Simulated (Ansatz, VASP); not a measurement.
One calculation of CdS, two programs

```
Cd S
1.0
     0.00000    2.93680    2.93680
     2.93680    0.00000    2.93680
     2.93680    2.93680    0.00000
Cd S
1 1
Direct
  0.00000 0.00000 0.00000
  0.75000 0.75000 0.75000
```

Alike in both runs: task single point; functional revPBE; dispersion D3(BJ); k mesh 8 × 8 × 8; occupations gaussian, width 0.05 eV; no spin polarisation.

|  | VASP | Ansatz |
| --- | --- | --- |
| version | VASP 6.6.1 | Ansatz 0.2.0 |
| potentials or method | VASP PAW PBE potentials, release 64 (Cd, S) | scalar-relativistic, plane waves, PAW |
| plane-wave cutoff (eV) | 520 | 420 |
| valence electrons in the cell | 18 | 26 |

Ansatz gave:

```
gap on the k mesh at the Fermi level (eV) : 1.24
least direct gap on the mesh (eV)         : 1.24
pressure (GPa)                            : -1.1
dispersion energy (meV/atom)              : -576.9
```

**Question.** Estimate VASP's values.

**Answer.** gap on the k mesh at the Fermi level (eV): 1.24; least direct gap on the mesh (eV): 1.24; pressure (GPa): -0.8; dispersion energy (meV/atom): -576.8.

The two sets of potentials don't hold the same shells in valence.

Caveats: the PAW data sets were made with another functional, which shifts forces and pressure a little (VASP). revPBE gaps usually lie below the measured ones, often by a third to a half.
